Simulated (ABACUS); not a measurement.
## Nb: equation of state with B86bPBE

**The experiment to reproduce.**

“Pressure effects on the electronic structure and superconductivity of (TaNb)0.67(HfZrTi)0.33 high entropy alloy”, 2019, arxiv:1910.08312 quotes, for a bulk crystal of Nb: bulk modulus 169 GPa.

Nb:

```
CELL_PARAMETERS angstrom
-1.66395 1.66395 1.66395
1.66395 -1.66395 1.66395
1.66395 1.66395 -1.66395
ATOMIC_POSITIONS crystal
Nb 0.00000 0.00000 0.00000
```

```
Program             : ABACUS 3.10.1
Task                : equation of state
Functional          : B86bPBE
Potentials or basis : SPMS ONCV 1.0 PBE
Cutoff              : 1116 eV
Density cutoff      : 4463 eV
Basis               : plane waves
k mesh              : 9 × 9 × 9
Occupations         : fermi-dirac, width 0.05 eV
Spin                : no spin polarisation
```

```yaml
Equilibrium_volume: 18.24 Å³/atom
Bulk_modulus: 169 GPa
Pressure_derivative_of_the_bulk_modulus: "3.6 (rough: it moves with the points fitted)"
```

Energy against volume, from the lowest point:
| volume (Å³/atom) | energy (meV/atom) |
| --- | --- |
| 17.322 | 25.54 |
| 18.060 | 0.00 |
| 18.797 | 7.43 |
| 19.534 | 42.19 |

All runs of the series together: 6.2 s on 4 threads of Intel(R) Xeon(R) Platinum 8559C (Emerald Rapids), with other jobs on the host.

A measured bulk modulus of Nb is 169 GPa (quoted in “Pressure effects on the electronic structure and superconductivity of (TaNb)0.67(HfZrTi)0.33 high entropy alloy”, 2019, arxiv:1910.08312); the calculated 169 GPa misses it by -0.2 %. The fit is for a static lattice scaled at fixed shape and fixed fractional positions.

Caveat: the potentials were made for another functional, which shifts forces and pressure.
